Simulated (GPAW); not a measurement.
The system is Zr.

```
CELL_PARAMETERS angstrom
3.23200 0.00000 0.00000
-1.61600 2.79899 0.00000
0.00000 0.00000 5.14700
ATOMIC_POSITIONS crystal
Zr 0.66667 0.33333 0.75000
Zr 0.33333 0.66667 0.25000
```

- Program: GPAW 26.7.0
- Task: relaxation of cell and atoms
- Functional: PBEsol
- Potentials or basis: PAW data sets generated in the run's folder for this functional
- Cutoff: 600 eV
- Basis: pw
- k mesh: 9 × 9 × 5
- Occupations: fermi-dirac, width 0.05 eV
- Spin: no spin polarisation

At the start: pressure -3.6 GPa; volume 23.28 Å³/atom.

**Question.** How do energy, volume and symmetry change on relaxing?

**Answer.** Over 6 steps the energy falls by 9.7 meV/atom and the volume is 22.41 Å³/atom (-3.8 %); space group P6_3/mmc (No. 194, to 0.05 Å).

Step by step:
```
step  energy change (eV)  largest force (eV/Å)  pressure (GPa)  volume (Å³)
   1              0.0000                0.0000           -3.57        46.56
   2             -0.0095                0.0000           -2.57        46.05
   3             -0.0187                0.0000            0.10        44.77
   4             -0.0188                0.0000            0.04        44.79
   5             -0.0194                0.0000           -0.08        44.84
   6             -0.0194                0.0000           -0.03        44.81
```

Final structure:
```cif
data_structure
_symmetry_space_group_name_H-M 'P 1'
_symmetry_Int_Tables_number 1
_cell_length_a 3.1795
_cell_length_b 3.1795
_cell_length_c 5.1185
_cell_angle_alpha 90.000
_cell_angle_beta 90.000
_cell_angle_gamma 120.000
_cell_volume 44.81
loop_
_atom_site_label
_atom_site_type_symbol
_atom_site_fract_x
_atom_site_fract_y
_atom_site_fract_z
_atom_site_occupancy
Zr1 Zr 0.66667 0.33333 0.75000 1
Zr2 Zr 0.33333 0.66667 0.25000 1
```

Caveat: later steps reuse the first step's grids.
